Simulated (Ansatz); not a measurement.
**Point defect: Al on a N site in AlN**

Theory: DFT PBE, scalar-relativistic, plane waves, PAW (Ansatz 0.2.0). Run with 420 eV cutoff, 2×2×2 k-mesh, shifted by half a step, Gaussian smearing of 0.01 eV, collinear spin in charge -1 alone.

Host crystal, relaxed:

```
CELL_PARAMETERS angstrom
0.00000 2.20159 2.20159
2.20159 0.00000 2.20159
2.20159 2.20159 0.00000
ATOMIC_POSITIONS crystal
Al 0.00000 0.00000 0.00000
N 0.75000 0.75000 0.75000
```

Supercell of 32 atoms, rows in host cell vectors: 1 -3 1; -3 1 1; 1 1 -3. Atoms relax at the host's cell from a start displaced at random by 0.05 Å near the defect, so other minima may exist. The cell is small, so energies carry finite-size errors of tenths of an eV. The host's Kohn–Sham gap is 3.31 eV. Atoms are taken from and returned to the elements' standard states. Charged cells are corrected for image charges with the computed static dielectric tensor (mean 8.7) and aligned with the host's potential at far atoms (alignment terms reach 0.87 eV; the program doubts the alignment in some charges, where it is up to 0.87 eV). No band-filling term is added, and the Fermi level counts from the host's valence band top.

Defect: Al on a N site set at (0.750, 0.750, 0.750) of the host cell. Before relaxation its nearest neighbours are 4 Al at 1.91 Å.

```json
{"charge": "0", "E_f at the valence band top (eV)": "11.41", "over the neutral state (eV)": "0.00", "moment (μB)": "0.00", "largest move (Å)": "0.40", "atoms near the site": "4 Al at 2.29 Å"}
{"charge": "-1", "E_f at the valence band top (eV)": "14.20", "over the neutral state (eV)": "2.79", "moment (μB)": "1.00", "largest move (Å)": "0.36", "atoms near the site": "4 Al at 2.26 Å"}
{"charge": "-2", "E_f at the valence band top (eV)": "17.73", "over the neutral state (eV)": "6.32", "moment (μB)": "0.00", "largest move (Å)": "0.33", "atoms near the site": "3 Al at 2.23 Å, 1 Al at 2.24 Å"}
```

Among the charges computed the stable one is 0 at the valence band top, changing to -1 at 2.79 eV. In charge -2 the extra carrier would gain by moving to a band edge of the host, so it isn't bound in the gap, though by less than the errors named above. In charge 0 the cell has partly filled bands: a level of the defect may be part filled, the carrier may sit in the host's bands, or levels may cross between the k points, so transitions that involve it are doubtful.